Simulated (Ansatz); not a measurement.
# Li (Im-3m) in Ansatz: further runs

The runs below take Li through relaxation of cell and atoms, single point, with LDA, PBE.

All numbers are computed with Ansatz 0.2.0; they aren't measurements. Logs are shortened: lines on timing, memory, paths and dates and some standing lists are left out, and cuts for length are marked.

### 1 The crystal as given

It takes space group Im-3m (No. 229, cubic). The conventional cell has a = 3.509 Å, b = 3.509 Å, c = 3.509 Å, α = 90.00°, β = 90.00°, γ = 90.00°. Li (site symmetry m-3m) has 8 Li at 3.04 Å as nearest neighbours.

### 2 Relaxation of cell and atoms, LDA

Input file input.yaml:

```yaml
crystal:
  lattice:
    - [-1.75465, 1.75465, 1.75465]
    - [1.75465, -1.75465, 1.75465]
    - [1.75465, 1.75465, -1.75465]
  atoms:
    - { symbol: Li, position: [0.0, 0.0, 0.0] }
hamiltonian:
  xc: lda
  pseudopotentials: { kind: paw }
kpoints:
  mp_grid: { grid: [11, 11, 11] }
scf:
  occupations: { method: fermi_dirac, width: 0.05 }
output:
  forces: true
  stress: true
  write_density: true
  write_potential: true
  elf: true
  volumetric_format: npy
relax:
  f_tol: 0.01
  max_steps: 40
  cell: { stress_tol: 0.05 }
```

Potentials or basis: Ansatz PAW.

The run is started by

```bash
> ansatz run input.yaml --threads 2 --pin off --max-ram 5632MiB --backend cpu --events-out ev --progress --plain --runs-dir out
```

The log of the run:

```text
Warning: RAYON_NUM_THREADS=2 ignored (pool sized by the plan → 2); use --threads N
Engine: ansatz 0.2.0, x86_64-unknown-linux-gnu
Pseudopotentials: kind: paw
Pseudopotential: Li, paw, valence charge 3, recommended cutoff 420 eV (normal), Li.paw.azcp
Functional definition: SPW92
  exchange = slater_x
  correlation = pw_c
Crystal: 1 atoms, lattice volume = 21.609 Å³
Basis set: ecut = 420 eV, 429 PW (Γ)
Bands: 6, of which v1, the nominal top of the filled ones, is band 2 counted from 1 (1 counted from 0)
Symmetry: 48 space group operations
Space group: Im-3m (ITA 229), of the structure as read, at distance tolerance 2.8e-5 Å
k-points: 56 of 1331
Non-local potential: Li, projectors of the file, l = 0: 3, l = 1: 2, l = 2: 1
PAW form: soft (Blöchl's): semilocal exchange-correlation on the pseudo side does not see the compensation charge
PAW one-centre angular grid: Li, 110 points (default); XC on 64 Gauss nodes
Initial density: superposition of atomic densities (neutral atoms: chi_scale 0, normalization atom), corrected by the library's trained network
Initial wavefunctions: pseudopotential atomic-orbital guess
Functional: x = slater, c = lda
SCF iter   1: F=—  HF=-201.635513 eV  |F-HF|=—  |Δ(HF+E_count)|=         —  Δρ=4.24e-3  dr2=1.04e-3  ethr=1.77e-3  ⟨swp⟩=3.3  Hψ=2581  notcnv=0
preconditioner: auto → none  [metal: Δε(μ)=0.173 eV  Ē_g=10.164 eV  σ=0.050 eV  W_gap=0.50  n_scr=0 (ndim 8)  ℏωp=8.0 eV  f_vac=0.000  D(μ)=0.49/eV (n_scr^D=0)]
SCF iter   2: F=—  HF=-201.631861 eV  |F-HF|=—  |Δ(HF+E_count)|=   3.65e-3  Δρ=1.66e-3  dr2=1.58e-4  ethr=3.46e-5  ⟨swp⟩=2.0  Hψ=1037  notcnv=0  defer=6
SCF iter   3: F=—  HF=-201.631249 eV  |F-HF|=—  |Δ(HF+E_count)|=   6.12e-4  Δρ=6.63e-5  dr2=1.19e-6  ethr=5.26e-6  ⟨swp⟩=2.0  Hψ=519  notcnv=0  defer=7
SCF iter   4: F=—  HF=-201.631250 eV  |F-HF|=—  |Δ(HF+E_count)|=   1.09e-6  Δρ=3.48e-6  dr2=2.81e-9  ethr=3.98e-8  ⟨swp⟩=1.0  Hψ=322  notcnv=0  defer=7
iter 5 did not close the SCF: its close was put off for the readings that it lacked (scf_convergence_deferred on its scf_iter line)
SCF iter   5: F=-201.631250 eV  HF=-201.631250 eV  |F-HF|=1.99e-12  |Δ(HF+E_count)|=   1.53e-9  Δρ=1.08e-7  dr2=1.33e-12  ethr=9.38e-11  ⟨swp⟩=1.5  Hψ=351  notcnv=0  defer=7
SCF iter   6: F=-201.631250 eV  HF=-201.631250 eV  |F-HF|=5.68e-14  |Δ(HF+E_count)|=  4.01e-12  Δρ=5.56e-9  dr2=2.47e-15  ethr=1.00e-12  ⟨swp⟩=2.5  Hψ=933  notcnv=0
SCF 1 converged in 6 iterations: F = -201.631250 eV  dr2 = 2.47e-15
relax step   1: F+E_penalty+E_count = -201.63125004 eV  Δ(F+E_penalty+E_count) = +0.000e0 eV  max|allowed force component| = 0.000e0 eV/Å  Δτ_max = 0.0000 Å  P = -1.569 GPa  Ω = 21.609 Å³  (6 SCF iters, accepted)
Crystal: 1 atoms, lattice volume = 20.477 Å³
Basis set: ecut = 420 eV, 381 PW (Γ)
Initial density: handed on by an earlier stage of this run
Initial wavefunctions: those handed on with the density
iter 1 solved again at ethr=8.73e-7 eV; its pass at ethr=3.10e-3 eV (dr2=2.62e-5 eV) is discarded
SCF iter   1: F=—  HF=-201.640446 eV  |F-HF|=—  |Δ(HF+E_count)|=         —  Δρ=3.60e-4  dr2=2.60e-5  ethr=8.73e-7  ⟨swp⟩=1.5  Hψ=3633  notcnv=0
preconditioner: auto → none  [insulator: Δε(μ)=0.192 eV  Ē_g=10.518 eV  σ=0.050 eV  W_gap=0.55  n_scr=0 (ndim 8)  ℏωp=8.2 eV  f_vac=0.000  D(μ)=0.49/eV (n_scr^D=0)  ε∞_Penn≈1.6]
SCF iter   2: F=—  HF=-201.640441 eV  |F-HF|=—  |Δ(HF+E_count)|=   5.68e-6  Δρ=1.72e-4  dr2=5.90e-6  ethr=8.67e-7  ⟨swp⟩=1.0  Hψ=336  notcnv=0
SCF iter   3: F=-201.640440 eV  HF=-201.640440 eV  |F-HF|=5.54e-9  |Δ(HF+E_count)|=   9.70e-7  Δρ=3.50e-6  dr2=5.58e-10  ethr=3.33e-9  ⟨swp⟩=4.4  Hψ=1186  notcnv=0
SCF 2 converged in 3 iterations: F = -201.640440 eV  dr2 = 5.58e-10
relax step   2: F+E_penalty+E_count = -201.64043962 eV  Δ(F+E_penalty+E_count) = -9.190e-3 eV  max|allowed force component| = 0.000e0 eV/Å  Δτ_max = 0.0000 Å  P = -1.002 GPa  Ω = 20.477 Å³  energy of the carried Pulay correction = +2.598e-5 eV  (3 SCF iters, dr2 threshold 1.00e-7 eV, accepted)
Crystal: 1 atoms, lattice volume = 18.746 Å³
Basis set: ecut = 420 eV, 369 PW (Γ)
iter 1 solved again at ethr=2.93e-6 eV; its pass at ethr=3.10e-3 eV (dr2=8.80e-5 eV) is discarded
SCF iter   1: F=—  HF=-201.645254 eV  |F-HF|=—  |Δ(HF+E_count)|=         —  Δρ=6.80e-4  dr2=8.77e-5  ethr=2.93e-6  ⟨swp⟩=1.2  Hψ=3686  notcnv=0
preconditioner: auto → none  [insulator: Δε(μ)=0.204 eV  Ē_g=11.138 eV  σ=0.050 eV  W_gap=0.63  n_scr=0 (ndim 8)  ℏωp=8.6 eV  f_vac=0.000  D(μ)=0.50/eV (n_scr^D=0)  ε∞_Penn≈1.6]
SCF iter   2: F=—  HF=-201.645236 eV  |F-HF|=—  |Δ(HF+E_count)|=   1.79e-5  Δρ=3.26e-4  dr2=2.02e-5  ethr=2.92e-6  ⟨swp⟩=1.0  Hψ=336  notcnv=0
SCF iter   3: F=-201.645233 eV  HF=-201.645233 eV  |F-HF|=1.78e-8  |Δ(HF+E_count)|=   2.86e-6  Δρ=8.05e-6  dr2=2.99e-9  ethr=3.33e-9  ⟨swp⟩=4.5  Hψ=1190  notcnv=0
SCF 3 converged in 3 iterations: F = -201.645233 eV  dr2 = 2.99e-9
relax step   3: F+E_penalty+E_count = -201.64523301 eV  Δ(F+E_penalty+E_count) = -4.793e-3 eV  max|allowed force component| = 0.000e0 eV/Å  Δτ_max = 0.0000 Å  P = +0.202 GPa  Ω = 18.746 Å³  energy of the carried Pulay correction = +7.073e-5 eV  (3 SCF iters, dr2 threshold 1.00e-7 eV, accepted)
Crystal: 1 atoms, lattice volume = 19.016 Å³
iter 1 solved again at ethr=9.50e-8 eV; its pass at ethr=3.10e-3 eV (dr2=2.85e-6 eV) is discarded
SCF iter   1: F=—  HF=-201.645380 eV  |F-HF|=—  |Δ(HF+E_count)|=         —  Δρ=1.20e-4  dr2=2.86e-6  ethr=9.50e-8  ⟨swp⟩=2.2  Hψ=3502  notcnv=0
preconditioner: auto → none  [insulator: Δε(μ)=0.204 eV  Ē_g=11.034 eV  σ=0.050 eV  W_gap=0.62  n_scr=0 (ndim 8)  ℏωp=8.5 eV  f_vac=0.000  D(μ)=0.50/eV (n_scr^D=0)  ε∞_Penn≈1.6]
SCF iter   2: F=—  HF=-201.645379 eV  |F-HF|=—  |Δ(HF+E_count)|=   8.40e-7  Δρ=5.71e-5  dr2=6.54e-7  ethr=9.50e-8  ⟨swp⟩=1.0  Hψ=336  notcnv=0
SCF iter   3: F=-201.645379 eV  HF=-201.645379 eV  |F-HF|=3.86e-10  |Δ(HF+E_count)|=   1.98e-7  Δρ=1.13e-6  dr2=7.94e-11  ethr=3.33e-9  ⟨swp⟩=3.9  Hψ=1128  notcnv=0
SCF 4 converged in 3 iterations: F = -201.645379 eV  dr2 = 7.94e-11
relax step   4: F+E_penalty+E_count = -201.64537858 eV  Δ(F+E_penalty+E_count) = -1.456e-4 eV  max|allowed force component| = 0.000e0 eV/Å  Δτ_max = 0.0000 Å  P = -0.018 GPa  Ω = 19.016 Å³  energy of the carried Pulay correction = +6.330e-5 eV  (3 SCF iters, dr2 threshold 1.00e-7 eV, accepted)
Initial wavefunctions: pseudopotential atomic-orbital guess (no wavefunctions were taken with the density)
iter 1 solved again at ethr=5.06e-10 eV; its pass at ethr=3.10e-3 eV (dr2=1.52e-8 eV) is discarded
SCF iter   1: F=—  HF=-201.645305 eV  |F-HF|=—  |Δ(HF+E_count)|=         —  Δρ=2.58e-5  dr2=2.45e-8  ethr=5.06e-10  ⟨swp⟩=3.1  Hψ=3663  notcnv=0
preconditioner: auto → none  [insulator: Δε(μ)=0.204 eV  Ē_g=11.035 eV  σ=0.050 eV  W_gap=0.62  n_scr=0 (ndim 8)  ℏωp=8.5 eV  f_vac=0.000  D(μ)=0.50/eV (n_scr^D=0)  ε∞_Penn≈1.6]
SCF iter   2: F=—  HF=-201.645305 eV  |F-HF|=—  |Δ(HF+E_count)|=   1.29e-8  Δρ=1.37e-5  dr2=7.34e-9  ethr=5.06e-10  ⟨swp⟩=2.0  Hψ=392  notcnv=0
SCF iter   3: F=—  HF=-201.645305 eV  |F-HF|=—  |Δ(HF+E_count)|=   7.45e-9  Δρ=8.73e-7  dr2=3.55e-11  ethr=2.45e-10  ⟨swp⟩=2.0  Hψ=393  notcnv=0
SCF iter   4: F=-201.645305 eV  HF=-201.645305 eV  |F-HF|=5.68e-14  |Δ(HF+E_count)|=  2.76e-11  Δρ=2.23e-8  dr2=6.11e-14  ethr=1.00e-12  ⟨swp⟩=3.5  Hψ=709  notcnv=0
SCF 5 converged in 4 iterations: F = -201.645305 eV  dr2 = 6.11e-14
relax step   5: F+E_penalty+E_count = -201.64530454 eV  Δ(F+E_penalty+E_count) = +7.404e-5 eV  max|allowed force component| = 0.000e0 eV/Å  Δτ_max = 0.0000 Å  P = -0.018 GPa  Ω = 19.016 Å³  stress off target by 1.76e-2 GPa  SCF on the basis re-selected at this cell (its energy is not comparable with the rows above)  (4 SCF iters)
basis re-selected at this cell: Δ(F+E_penalty+E_count) = +7.404e-5 eV, ΔP = +0.001 GPa vs the last step (what re-selecting the basis moved, of the pressure what is left beyond the Pulay correction that the steps carried, after the strain that the cell walked since its last selection, with what the two solves' SCF thresholds leave and, on support functions, any second-order correction that the steps lacked; it is no measure of the basis error at this ecutwfc). The dense FFT grid was sized anew with the basis: this SCF ran on 20×20×20 points, the steps before it on 24×24×24, so part of this shift can come from that change (see relax.cell in the input reference). This SCF's stress stands 1.76e-2 GPa from its target on what of the cell is left free (relax.cell.stress_tol is 5.00e-2 GPa) and its largest allowed force component is 0.00e0 eV/Å (relax.f_tol is 1.00e-2 eV/Å): within both
SCF converged after 4 iterations
Free energy (F): -201.645305 eV
Harris-Foulkes:  -201.645305 eV  (|F-HF|=5.68e-14)
Internal energy: -201.641459 eV  (E = F + TS)
E sigma→0 (E₀):  -201.643382 eV
Entropy (-TS):   -0.003846 eV (-3.846 meV/atom)
Fermi energy:    1.126416 eV
--- Per-component energies (eV) ---
  E_band       = -89.012795
  E_kinetic    = 21.380926
  E_local      = -129.795509  (includes V_loc(G=0)·N_el)
  E_nonlocal   = -33.060444
  E_hartree    = 38.368164
  E_xc         = -9.939656
  E_vxc        = -12.952644  (∫ρ·V_xc dr)
  E_paw        = -18.472394  (= ΣΔE_a)
  E_vpaw       = -11.321481  (= ΣTr[D̂ρ^β])
  E_aug_tail   = 0.000029  (compensation charges beyond the density's cutoff)
  E_ewald      = -70.122576
  E_smearing   = -0.003846  (= −TS)
  E_closure    = -0.000000  (closes the sum)
  Σ components = -201.645305   (vs F -201.645305, Δ=0.00e0)
--- Forces (eV/Å), atoms counted from 1 ---
  atom   1  Li     0.00000000     0.00000000     0.00000000
  max |Σ_I F_I| component: 1.67e-32 eV/Å
--- Stress (GPa, compression-positive) ---
       -0.017621       0.000000      -0.000000
        0.000000      -0.017621      -0.000000
        0.000000       0.000000      -0.017621
  P = ⅓ Tr σ = -0.0176 GPa (-0.176 kbar)
--- Band table (eV; the first three rows and the last of 56) ---
  k-point 0: bands = ["-44.3916", "-2.4738", "16.1147", "16.1147", "16.1147", "21.2728"]
  k-point 1: bands = ["-44.3894", "-2.3168", "15.0648", "15.3890", "15.8476", "19.4990"]
  k-point 2: bands = ["-44.3835", "-1.8449", "12.3779", "14.1122", "15.1544", "17.9924"]
  k-point 55: bands = ["-44.3461", "5.7658", "6.8752", "6.8752", "9.3568", "10.4111"]
--- Relaxed structure (4 steps of the walk, 4 accepted, 1 SCFs on fresh bases) ---
  F+E_penalty+E_count = -201.64530454 eV   max|allowed force component| = 0.000e0 eV/Å   (the final SCF, on the basis selected at the relaxed cell)
  cell:  # Å, volume = 19.0160 Å³
    - [-1.6814593550786108, 1.6814593550786108, 1.6814593550786108]
    - [1.6814593550786108, -1.6814593550786108, 1.6814593550786108]
    - [1.6814593550786108, 1.6814593550786108, -1.6814593550786108]
  atoms:
    - { symbol: Li, position: [0.0, 0.0, 0.0] }
```

It took 1.9 s on 2 threads of Intel Xeon at 2.70GHz, shared host; peak memory 0.3 GiB.

What came out:

```
Free energy                            : -201.6453 eV
Relaxed volume                         : 19.02 Å³/atom
Relaxed cell                           : a = 2.912 Å, b = 2.912 Å, c = 2.912 Å, α = 109.47°, β = 109.47°, γ = 109.47°
Space group after relaxing (to 0.05 Å) : Im-3m (No. 229)
Energy gained by relaxing              : 14.1 meV/atom
Ionic steps                            : 5
Pressure after relaxing                : 0.0 GPa
Band gap on the k mesh                 : none (metal or under the smearing width)
```

The path:
```tsv
step	energy change (eV)	largest force (eV/Å)	volume (Å³)
1	0.0000	0.0000	21.61
2	-0.0092	0.0000	20.48
3	-0.0140	0.0000	18.75
4	-0.0141	0.0000	19.02
5	-0.0141	0.0000	19.02
```

Final structure:
```yaml
crystal:
  lattice:
    - [-1.68146, 1.68146, 1.68146]
    - [1.68146, -1.68146, 1.68146]
    - [1.68146, 1.68146, -1.68146]
  atoms:
    - { symbol: Li, position: [0.00000, 0.00000, 0.00000] }
```

Caveat: the plane-wave basis is chosen anew once the cell has moved, so the energies of steps on either side of that aren't comparable; the volume moved by -12 % from the deposited cell, more than functionals usually miss.

### 3 Single point, PBE

Input file input.yaml:

```yaml
crystal:
  lattice:
    - [-1.75465, 1.75465, 1.75465]
    - [1.75465, -1.75465, 1.75465]
    - [1.75465, 1.75465, -1.75465]
  atoms:
    - { symbol: Li, position: [0.0, 0.0, 0.0] }
hamiltonian:
  xc: pbe
  pseudopotentials: { kind: paw }
kpoints:
  mp_grid: { grid: [11, 11, 11] }
scf:
  occupations: { method: gaussian, width: 0.017 }
output:
  forces: true
  stress: true
  eigenvalues: true
```

Potentials or basis: Ansatz PAW.

The run is started by

```bash
> ansatz run input.yaml --threads 2 --pin off --max-ram 5632MiB --backend cpu --events-out ev --progress --plain --runs-dir out
```

Run time: 0.4 s. Hardware: 2 threads of Intel Xeon at 2.70GHz, shared host; peak memory 0.27 GiB.

Results (log left out):

```
Free energy            : -204.6857 eV
Pressure               : -0.8 GPa
Band gap on the k mesh : none (metal or under the smearing width)
```

Levels at points of the mesh, in eV from the Fermi level:
```csv
k point,band 1,band 2,band 3,band 4,band 5
"(0.00, 0.00, 0.00)",-46.61,-3.47,13.97,13.97,13.97
```

### 4 Single point, PBE

Changes to input.yaml since step 3:

```diff
@@ -13,3 +13,3 @@
 scf:
-  occupations: { method: gaussian, width: 0.017 }
+  occupations: { method: gaussian, width: 0.018 }
 output:
@@ -18 +18,5 @@
   eigenvalues: true
+  write_density: true
+  write_potential: true
+  elf: true
+  volumetric_format: npy
```

The run is started by

```bash
> ansatz run input.yaml --threads 2 --pin off --max-ram 5632MiB --backend cpu --events-out ev --progress --plain --runs-dir out
```

Run time: 0.53 s. Hardware: 2 threads of Intel Xeon at 2.70GHz, shared host; peak memory 0.28 GiB.

It converged, with:

- Free energy: -204.6858 eV
- Pressure: -0.8 GPa
- Band gap on the k mesh: none (metal or under the smearing width)

Levels at points of the mesh, in eV from the Fermi level:
| k point | band 1 | band 2 | band 3 | band 4 | band 5 | band 6 |
| --- | --- | --- | --- | --- | --- | --- |
| (0.00, 0.00, 0.00) | -46.61 | -3.47 | 13.96 | 13.96 | 13.96 | 18.60 |

### 5 Single point, PBE

Changes to input.yaml since step 4:

```diff
@@ -13,3 +13,3 @@
 scf:
-  occupations: { method: gaussian, width: 0.018 }
+  occupations: { method: gaussian, width: 0.019 }
 output:
@@ -18,5 +18 @@
   eigenvalues: true
-  write_density: true
-  write_potential: true
-  elf: true
-  volumetric_format: npy
```

Potentials or basis: Ansatz PAW.

The run is started by

```bash
> ansatz run input.yaml --threads 2 --pin off --max-ram 5632MiB --backend cpu --events-out ev --progress --plain --runs-dir out
```

The log of the run:

```text
Warning: RAYON_NUM_THREADS=2 ignored (pool sized by the plan → 2); use --threads N
[... 3 set-up lines as earlier in the session ...]
Functional definition: PBE
  parameter kappa = 0.804
  parameter beta = 0.06672455060314922
  exchange = pbe_x(kappa = kappa, mu = beta*pi^2/3)
  correlation = pbe_c(beta = beta)
Crystal: 1 atoms, lattice volume = 21.609 Å³
Basis set: ecut = 420 eV, 429 PW (Γ), exchange–correlation on 48×48×48 points (8 copies of the dense FFT grid, shifted against one another)
Bands: 6, of which v1, the nominal top of the filled ones, is band 2 counted from 1 (1 counted from 0)
[... 2 set-up lines as earlier in the session ...]
k-points: 56 of 1331
[... 5 set-up lines as earlier in the session ...]
Functional: x = pbe(κ = 0.804, μ = 0.2195149727645171), c = pbe(β = 0.06672455060314922)
SCF iter   1: F=—  HF=-204.685761 eV  |F-HF|=—  |Δ(HF+E_count)|=         —  Δρ=1.62e-4  dr2=4.46e-6  ethr=1.77e-3  ⟨swp⟩=5.0  Hψ=2733  notcnv=0
preconditioner: auto → none  [insulator: Δε(μ)=0.045 eV  Ē_g=10.245 eV  σ=0.019 eV  W_gap=0.79  n_scr=0 (ndim 8)  ℏωp=8.0 eV  f_vac=0.000  D(μ)=1.52/eV (n_scr^D=12)  ε∞_Penn≈1.6]
SCF iter   2: F=—  HF=-204.685765 eV  |F-HF|=—  |Δ(HF+E_count)|=   3.57e-6  Δρ=8.49e-5  dr2=1.20e-6  ethr=1.49e-7  ⟨swp⟩=2.6  Hψ=888  notcnv=0
iter 3 did not close the SCF: its close was put off for the readings that it lacked (scf_convergence_deferred on its scf_iter line)
SCF iter   3: F=-204.685767 eV  HF=-204.685767 eV  |F-HF|=2.40e-9  |Δ(HF+E_count)|=   1.95e-6  Δρ=4.48e-6  dr2=1.90e-9  ethr=4.00e-8  ⟨swp⟩=2.0  Hψ=365  notcnv=0
iter 4 did not close the SCF: its close was put off for the readings that it lacked (scf_convergence_deferred on its scf_iter line)
SCF iter   4: F=-204.685767 eV  HF=-204.685767 eV  |F-HF|=2.54e-10  |Δ(HF+E_count)|=   1.96e-9  Δρ=8.08e-7  dr2=7.18e-11  ethr=6.34e-11  ⟨swp⟩=2.0  Hψ=393  notcnv=0
iter 5 did not close the SCF: its close was put off for the readings that it lacked (scf_convergence_deferred on its scf_iter line)
SCF iter   5: F=-204.685767 eV  HF=-204.685767 eV  |F-HF|=1.99e-13  |Δ(HF+E_count)|=  2.65e-10  Δρ=9.05e-8  dr2=1.20e-12  ethr=2.39e-12  ⟨swp⟩=1.7  Hψ=346  notcnv=0
SCF iter   6: F=-204.685767 eV  HF=-204.685767 eV  |F-HF|=2.84e-14  |Δ(HF+E_count)|=  3.69e-13  Δρ=8.33e-9  dr2=1.03e-14  ethr=1.00e-12  ⟨swp⟩=2.0  Hψ=1087  notcnv=0
SCF 1 converged in 6 iterations: F = -204.685767 eV  dr2 = 1.03e-14
SCF converged after 6 iterations
Free energy (F): -204.685767 eV
Harris-Foulkes:  -204.685767 eV  (|F-HF|=2.84e-14)
Internal energy: -204.685492 eV  (E = F + TS)
E sigma→0 (E₀):  -204.685630 eV
Entropy (-TS):   -0.000275 eV (-0.275 meV/atom)
Fermi energy:    0.810198 eV
--- Per-component energies (eV) ---
  E_band       = -92.109303
  E_kinetic    = 20.981085
  E_local      = -134.098932  (includes V_loc(G=0)·N_el)
  E_nonlocal   = -33.270600
  E_hartree    = 39.869264
  E_xc         = -9.965713
  E_vxc        = -12.824969  (∫ρ·V_xc dr)
  E_paw        = -21.003011  (= ΣΔE_a)
  E_vpaw       = -12.634427  (= ΣTr[D̂ρ^β])
  E_aug_tail   = 0.000010  (compensation charges beyond the density's cutoff)
  E_ewald      = -67.197595
  E_smearing   = -0.000275  (= −TS)
  E_closure    = 0.000000  (closes the sum)
  Σ components = -204.685767   (vs F -204.685767, Δ=0.00e0)
--- Forces (eV/Å), atoms counted from 1 ---
  atom   1  Li     0.00000000     0.00000000    -0.00000000
  max |Σ_I F_I| component: 1.59e-32 eV/Å
--- Stress (GPa, compression-positive) ---
       -0.805215      -0.000000      -0.000000
       -0.000000      -0.805215       0.000000
       -0.000000      -0.000000      -0.805215
  P = ⅓ Tr σ = -0.8052 GPa (-8.052 kbar)
--- Band table (eV; the first three rows and the last of 56) ---
  k-point 0: bands = ["-45.8003", "-2.6643", "14.7741", "14.7741", "14.7741", "19.4122"]
  k-point 1: bands = ["-45.7991", "-2.5111", "13.7612", "14.0952", "14.5207", "17.7558"]
  k-point 2: bands = ["-45.7959", "-2.0514", "11.2223", "12.9111", "13.8652", "16.3707"]
  k-point 55: bands = ["-45.7753", "5.1686", "6.2172", "6.2172", "8.4218", "9.3997"]
```

Run time: 0.41 s. Hardware: 2 threads of Intel Xeon at 2.70GHz, shared host; peak memory 0.27 GiB.

What came out:

| Property | Result |
| --- | --- |
| Free energy | -204.6858 eV |
| Pressure | -0.8 GPa |
| Band gap on the k mesh | none (metal or under the smearing width) |

Levels at points of the mesh, in eV from the Fermi level:
| k point | band 1 | band 2 | band 3 | band 4 | band 5 |
| --- | --- | --- | --- | --- | --- |
| (0.00, 0.00, 0.00) | -46.61 | -3.47 | 13.96 | 13.96 | 13.96 |

### 6 Overview

| task | level | cell | smearing | gap on the mesh (eV) | pressure (GPa) |
| --- | --- | --- | --- | --- | --- |
| relaxation of cell and atoms | LDA | relaxed | fermi-dirac 0.05 eV | none | 0.0 |
| single point | PBE | as given | gaussian 0.017 eV | none | -0.8 |
| single point | PBE | as given | gaussian 0.018 eV | none | -0.8 |
| single point | PBE | as given | gaussian 0.019 eV | none | -0.8 |

Alike in all rows: potentials or basis Ansatz PAW; no spin polarisation; k mesh 11 × 11 × 11; cutoff (eV) 420.

Every run on the cell as given and a fine mesh finds a metal.

Caveats: the plane-wave basis is chosen anew once the cell has moved, so the energies of steps on either side of that aren't comparable (some runs); the volume moved by -12 % from the deposited cell, more than functionals usually miss (some runs).

Total energies depend on the potentials used, so only differences within one code and one set of settings carry meaning.

### 7 How close it comes

Step 2. The cell as given is a measured one (21.61 Å³/atom); LDA puts the equilibrium volume -12.0 % from it, thermal expansion not counted.
